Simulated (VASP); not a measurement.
# InSb (Fm-3m) in VASP: elastic constants with LDA

Aim: the elastic constants of InSb with LDA.

Everything below comes from runs of VASP 6.6.1. Logs are shortened: lines on timing, memory, paths and dates and some standing lists are left out, and cuts for length are marked.

## Step 1: The structure

Symmetry: Fm-3m, No. 225, cubic system. The conventional cell has a = 6.147 Å, b = 6.147 Å, c = 6.147 Å, α = 90.00°, β = 90.00°, γ = 90.00°. In (site symmetry m-3m) is surrounded by 6 Sb at 3.07 Å. Around Sb (site symmetry m-3m) lie 6 In at 3.07 Å.

Measurements of this composition are mostly on another form, of space group No. 216.

## Step 2: Elastic constants, LDA

Input file POSCAR:

```
InSb
1.0
    0.0000000000      3.0735130000      3.0735130000
    3.0735130000      0.0000000000      3.0735130000
    3.0735130000      3.0735130000      0.0000000000
In Sb
1 1
Direct
    0.0000000000      0.0000000000      0.0000000000
    0.5000000000      0.5000000000      0.5000000000
```

Input file INCAR.step1:

```
ALGO = Fast
EDIFF = 1E-8
EDIFFG = -0.002
ENCUT = 350
IBRION = 2
ISIF = 3
ISMEAR = 0
LASPH = True
LCHARG = False
LREAL = False
LWAVE = False
NELM = 80
NSW = 40
PREC = Accurate
SIGMA = 0.1
```

Input file INCAR.step2:

```
ALGO = Fast
EDIFF = 1E-8
ENCUT = 350
IBRION = 6
ISIF = 3
ISMEAR = 0
LASPH = True
LCHARG = False
LREAL = False
LWAVE = False
NELM = 80
NFREE = 2
NSW = 1
POTIM = 0.015
PREC = Accurate
SIGMA = 0.1
```

Input file KPOINTS:

```
k-points
0
Gamma
  12 12 12
```

Potentials or basis: VASP PAW LDA potentials, release 64 (In_d, Sb).

Run with:

```
$ cat potpaw_LDA.64/In_d/POTCAR potpaw_LDA.64/Sb/POTCAR > POTCAR
$ cp INCAR.step1 INCAR
$ mpirun -np 1 vasp_std > vasp.out
$ cp CONTCAR POSCAR
$ cp INCAR.step2 INCAR
$ mpirun -np 1 vasp_std > vasp.out
```

OUTCAR:

```text
EDIFF = 1E-8
   ENCUT = 350
   IBRION = 6
   ISIF = 3
   ISMEAR = 0
   LASPH = True
   LREAL = False
   NELM = 80
   NFREE = 2
   NSW = 1
   POTIM = 0.015
   PREC = Accurate

 ion  position               nearest neighbor table
   1  0.000  0.000  0.000-   2 2.99   2 2.99   2 2.99   2 2.99   2 2.99   2 2.99
   2  0.500  0.500  0.500-   1 2.99   1 2.99   1 2.99   1 2.99   1 2.99   1 2.99

  LATTYP: Found a face centered cubic cell.
 ALAT       =     5.9789583130

  Lattice vectors:

 A1 = (   0.0000000000,   2.9894791565,   2.9894791565)
 A2 = (   2.9894791565,   0.0000000000,   2.9894791565)
 A3 = (   2.9894791565,   2.9894791565,   0.0000000000)

Analysis of symmetry for initial positions (statically):
=====================================================================
 Subroutine PRICEL returns:
 Original cell was already a primitive cell.

 Routine SETGRP: Setting up the symmetry group for a
 face centered cubic supercell.

 Subroutine GETGRP returns: Found 48 space group operations
 (whereof 48 operations were pure point group operations)
 out of a pool of 48 trial point group operations.

The static configuration has the point symmetry O_h .

Analysis of symmetry for dynamics (positions and initial velocities):
=====================================================================
 Subroutine PRICEL returns:
 Original cell was already a primitive cell.

 Routine SETGRP: Setting up the symmetry group for a
 face centered cubic supercell.

 Subroutine GETGRP returns: Found 48 space group operations
 (whereof 48 operations were pure point group operations)
 out of a pool of 48 trial point group operations.

The dynamic configuration has the point symmetry O_h .

 Subroutine INISYM returns: Found 48 space group operations
 (whereof 48 operations are pure point group operations),
 and found     1 'primitive' translations

[... 719 lines left out ...]
      4      -6.9955      2.00000
      5      -6.9854      2.00000
      6      -1.8627      2.00000
      7       0.9022      2.00000
      8       5.4308      2.00000
      9       6.9830      2.00000
     10       8.4514      0.00000
     11      10.9901      0.00000
     12      11.4730      0.00000
     13      13.6851      0.00000

 [... further k-points ...]

------------------------ aborting loop because EDIFF is reached ----------------------------------------

  FORCE on cell =-STRESS in cart. coord.  units (eV):
  Direction    XX          YY          ZZ          XY          YZ          ZX
  --------------------------------------------------------------------------------------
  -------------------------------------------------------------------------------------
  Total       -0.0217801     -0.0286528     -0.0286528     -0.0000000      0.0000000      0.0000000
  in kB       -0.6530613     -0.8591337     -0.8591337     -0.0000000      0.0000000      0.0000000
  external PRESSURE =      -0.7904429 kB  Pullay stress =       0.0000000 kB
[... 17 lines left out ...]
  FREE ENERGIE OF THE ION-ELECTRON SYSTEM (eV)
  ---------------------------------------------------
  free  energy   TOTEN  =        -8.0588128178 eV

  energy  without entropy=       -8.0508866044  energy(sigma->0) =       -8.05484971

 INTERNAL STRAIN TENSORS FROM STRAINED CELLS
 ============================================

 INTERNAL STRAIN TENSOR FOR ION    1 for displacements in x,y,z  (eV/Angst):
          X           Y           Z          XY          YZ          ZX
  --------------------------------------------------------------------------------
  x    -0.00000    -0.00000    -0.00000     0.00000     0.00000     0.00000
  y     0.00000     0.00000     0.00000     0.00000     0.00000     0.00000
  z    -0.00000     0.00000     0.00000     0.00000    -0.00000    -0.00000

 INTERNAL STRAIN TENSORS FROM DISPLACED ATOMS
 ============================================

 INTERNAL STRAIN TENSOR FOR ION    1 for displacements in x,y,z  (eV/Angst):
          X           Y           Z          XY          YZ          ZX
  --------------------------------------------------------------------------------
  x     0.00000     0.00000     0.00000     0.00000     0.00000     0.00000
  y     0.00000     0.00000     0.00000     0.00000     0.00000     0.00000
  z     0.00000     0.00000     0.00000     0.00000     0.00000     0.00000

 INTERNAL STRAIN TENSOR FOR ION    2 for displacements in x,y,z  (eV/Angst):
          X           Y           Z          XY          YZ          ZX
  --------------------------------------------------------------------------------
  x     0.00000     0.00000     0.00000     0.00000     0.00000     0.00000
  y     0.00000     0.00000     0.00000     0.00000     0.00000     0.00000
  z     0.00000     0.00000     0.00000     0.00000     0.00000     0.00000

 Eigenvectors and eigenvalues of the dynamical matrix
 ----------------------------------------------------

   1 f  =    3.404625 THz    21.391891 2PiTHz  113.566074 cm-1    14.080392 meV
             X         Y         Z           dx          dy          dz
      0.000000  0.000000  0.000000     0.000000    0.000000    0.718399
      2.989479  2.989479  2.989479     0.000000    0.000000   -0.695632
[... 21 lines left out ...]
   6 f/i=    0.004938 THz     0.031028 2PiTHz    0.164722 cm-1     0.020423 meV
             X         Y         Z           dx          dy          dz
      0.000000  0.000000  0.000000     0.418402   -0.555737    0.000000
      2.989479  2.989479  2.989479     0.432096   -0.573925    0.000000

--------------------------------------------------------------------------------------------------------

 ELASTIC MODULI CONTR FROM IONIC RELAXATION (kBar)
 Direction    XX          YY          ZZ          XY          YZ          ZX
 --------------------------------------------------------------------------------
 XX           0.0000      0.0000      0.0000      0.0000      0.0000      0.0000
 YY           0.0000      0.0000      0.0000      0.0000      0.0000      0.0000
 ZZ           0.0000      0.0000      0.0000      0.0000      0.0000      0.0000
 XY           0.0000      0.0000      0.0000      0.0000      0.0000      0.0000
 YZ           0.0000      0.0000      0.0000      0.0000      0.0000      0.0000
 ZX           0.0000      0.0000      0.0000      0.0000      0.0000      0.0000
 --------------------------------------------------------------------------------

 TOTAL ELASTIC MODULI (kBar)
 Direction    XX          YY          ZZ          XY          YZ          ZX
 --------------------------------------------------------------------------------
 XX        1309.5080    277.2155    277.2155      0.0000     -0.0000     -0.0000
 YY         277.2155   1309.5080    277.2155     -0.0000     -0.0000      0.0000
 ZZ         277.2155    277.2155   1309.5080     -0.0000      0.0000      0.0000
 XY           0.0000     -0.0000     -0.0000     26.6941      0.0000     -0.0000
 YZ          -0.0000     -0.0000      0.0000      0.0000     26.6941      0.0000
 ZX          -0.0000      0.0000      0.0000     -0.0000      0.0000     26.6941
 --------------------------------------------------------------------------------
```

OSZICAR.step1:

```text
N       E                     dE             d eps       ncg     rms          rms(c)
DAV:   1     0.944857408903E+02    0.94486E+02   -0.65871E+03  1885   0.109E+03
DAV:   2    -0.240323406653E+01   -0.96889E+02   -0.95036E+02  2032   0.276E+02
DAV:   3    -0.791880590403E+01   -0.55156E+01   -0.54280E+01  2387   0.744E+01
[... 49 lines left out ...]
RMM:   8    -0.806520097611E+01   -0.74355E-05   -0.76712E-05  2264   0.885E-02    0.324E-02
RMM:   9    -0.806520211282E+01   -0.11367E-05   -0.12472E-05  2580   0.312E-02    0.128E-02
RMM:  10    -0.806520193258E+01    0.18023E-06   -0.22454E-06  2009   0.252E-02    0.204E-03
RMM:  11    -0.806520197188E+01   -0.39296E-07   -0.78719E-07  2353   0.925E-03    0.157E-03
RMM:  12    -0.806520198806E+01   -0.16188E-07   -0.17599E-07  1989   0.366E-03    0.923E-04
RMM:  13    -0.806520199248E+01   -0.44142E-08   -0.30195E-08  1390   0.216E-03
   3 F= -.80652020E+01 E0= -.80612400E+01  d E =-.665305E-01
```

Wall time 20 min (1 thread of Intel Xeon Platinum 8488C (Sapphire Rapids), shared host); peak memory 0.43 GiB.

Results:

```yaml
Relaxed_volume: 26.72 Å³/atom
Relaxed_cell: a = 4.228 Å, b = 4.228 Å, c = 4.228 Å, α = 60.00°, β = 60.00°, γ = 60.00°
Space_group_after_relaxing_to_0.05_Å: Fm-3m (No. 225)
Elastic_constants_C11_C12_C44: 131, 28, 3 GPa
Voigt_bulk_modulus: 62 GPa
Highest_phonon_frequency_at_Γ_LO-TO_splitting_left_out: 114 cm⁻¹
```

The path:
| step | energy change (eV) | largest force (eV/Å) | pressure (GPa) | volume (Å³) |
| --- | --- | --- | --- | --- |
| 1 | 0.0000 | 0.0000 | -4.24 | 58.07 |
| 2 | -0.0568 | 0.0000 | 2.04 | 51.85 |
| 3 | -0.0665 | 0.0000 | 0.01 | 53.43 |

Final structure:
```
CELL_PARAMETERS angstrom
0.00000 2.98948 2.98948
2.98948 0.00000 2.98948
2.98948 2.98948 0.00000
ATOMIC_POSITIONS crystal
In 0.00000 0.00000 0.00000
Sb 0.50000 0.50000 0.50000
```

Phonon frequencies in cm⁻¹ (negative: imaginary):
```csv
q point,frequencies
"(0.000, 0.000, 0.000)",0 0 0 114 114 114
```

Elastic tensor in Voigt notation (GPa, in the Cartesian axes of the cell as first typed):
```
131  28  28   0   0   0
 28 131  28   0   0   0
 28  28 131   0   0   0
  0   0   0   3   0   0
  0   0   0   0   3   0
  0   0   0   0   0   3
```

Clamped-ion elastic tensor (GPa):
```
131  28  28   0   0   0
 28 131  28   0   0   0
 28  28 131   0   0   0
  0   0   0   3   0   0
  0   0   0   0   3   0
  0   0   0   0   0   3
```
